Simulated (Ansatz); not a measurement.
# GaN: one input, then a changed one

The structure comes from a relaxation in the same program, started in the NiAs type, and has space group P6_3/mmc. Whether it is a known phase or the ground state wasn't checked.

First run: DFT, r2SCAN, all-electron PAW with datasets made for the crystal, scalar-relativistic (Ansatz 0.2.0).

Command: `ansatz run input.yaml --threads 1 --pin off --max-ram 3072MiB --backend cpu --events-out ev --progress --plain --runs-dir out` The run took 51 s on 1 thread of AMD EPYC 7R43 64-Core Processor (Zen 3), on a shared host, peak memory 0.87 GiB.

```yaml
crystal:
  lattice:
    - [2.9674563568, 0.0, 0.0]
    - [-1.4837281784, 2.5698925896, 0.0]
    - [0.0, 0.0, 5.0327427812]
  atoms:
    - { symbol: Ga, position: [0.0, 0.0, 0.0] }
    - { symbol: Ga, position: [0.0, 0.0, 0.5] }
    - { symbol: "N", position: [0.3333333333, 0.6666666667, 0.25] }
    - { symbol: "N", position: [0.6666666667, 0.3333333333, 0.75] }
kpoints:
  mp_grid: { grid: [12, 12, 7] }
  band_path:
    path:
      - [0.0, 0.0, 0.0]
      - [0.5, 0.0, 0.0]
      - [0.3333333333, 0.3333333333, 0.0]
      - [0.0, 0.0, 0.0]
      - [0.0, 0.0, 0.5]
      - [0.5, 0.0, 0.5]
      - [0.3333333333, 0.3333333333, 0.5]
      - [0.0, 0.0, 0.5]
      - [0.5, 0.0, 0.5]
    npoints: 8
scf:
  occupations: { method: fermi_dirac, width: 0.08 }
hamiltonian:
  xc: r2scan
  pseudopotentials: { kind: all_electron, datasets: crystal }
output:
  forces: true
  stress: true
  eigenvalues: true
  efg: { contact_densities: true }
```

Result: converged; pressure 0.14 GPa; gap on the k mesh 1.91 eV (the mesh can miss the band edges); 8 SCF iterations.

The input is then changed:

```diff
@@ -26,5 +26,5 @@
   occupations: { method: fermi_dirac, width: 0.08 }
 hamiltonian:
-  xc: r2scan
+  xc: lda
   pseudopotentials: { kind: all_electron, datasets: crystal }
 output:
@@ -33,3 +33,4 @@
   eigenvalues: true
   efg: { contact_densities: true }
+accuracy: medium
```

Q: Predict the outcome of the changed run.

A: It converged; pressure -5.48 GPa; gap on the k mesh 1.06 eV (the mesh can miss the band edges); 8 SCF iterations.
